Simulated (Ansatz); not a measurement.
CuO:

```
Cu O
1.0
     1.99097   -2.15355    0.00000
     1.99097    2.15355    0.00000
     0.00000    0.00000    5.15593
Cu O
2 2
Direct
  0.50000 0.00000 0.00000
  0.00000 0.50000 0.50000
  0.50000 0.50000 0.25000
  0.50000 0.50000 0.75000
```

Measurements of this composition are mostly on another form, of space group No. 15.

Base run:

```yaml
Program: Ansatz 0.2.0
Functional: r2SCAN
Potentials_or_basis: Ansatz PAW
Cutoff: "500 eV (not typed: the program's choice for these potentials)"
k_mesh: 9 × 9 × 5
Occupations: fermi-dirac, width 0.05 eV
Spin: no spin polarisation
```

Its results: band gap on the k mesh none (metal or under the smearing width); pressure -4.9 GPa.

Question: The run is repeated on the same cell with these changes: functional from r2SCAN to LDA; cutoff from 500 eV (not typed: the program's choice for these potentials) to 420 eV (not typed: the program's choice for these potentials). What comes out?

Answer: Band gap on the k mesh none (metal or under the smearing width); pressure -12.2 GPa.

Caveats: the run has no spin polarisation, though such a crystal can be magnetic; semilocal functionals often make such compounds metallic where correlation or magnetic order opens a gap, which also shifts bond lengths; the PAW data sets come from PBE, with cores solved anew for the run's functional, which leaves a small shift of forces and pressure.
